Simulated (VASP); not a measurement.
BeTe, 2 atoms in the cell. Symmetry: F-43m, No. 216, cubic system. The conventional cell has a = 5.540 Å, b = 5.540 Å, c = 5.540 Å, α = 90.00°, β = 90.00°, γ = 90.00°. Around Te (site symmetry -43m) lie 4 Be at 2.40 Å. Around Be (site symmetry -43m) lie 4 Te at 2.40 Å. 

```yaml
Program: VASP 6.6.1
Task: single point
Functional: PBE
Potentials_or_basis: VASP PAW PBE potentials, release 64 (Te, Be)
Cutoff: 520 eV
k_mesh: 8 × 8 × 8
Occupations: gaussian, width 0.018 eV
Spin: no spin polarisation
Further_INCAR_settings: ALGO = Normal; EDIFF = 1e-07; NBANDS = 11
```

Potentials or basis: VASP PAW PBE potentials, release 64 (Te, Be).

Run with:

```bash
$ cat potpaw_PBE.64/Te/POTCAR potpaw_PBE.64/Be/POTCAR > POTCAR
$ mpirun -np 1 vasp_std > vasp.out
```

Hardware: 1 thread of Intel(R) Xeon(R) Platinum 8559C (Emerald Rapids), with other jobs on the host.

Q: Estimate the wall time of this run.

A: Wall time 15 s on 1 thread of Intel(R) Xeon(R) Platinum 8559C (Emerald Rapids), with other jobs on the host, peak memory 0.16 GiB. Counts: scf iterations 15, k points 29.
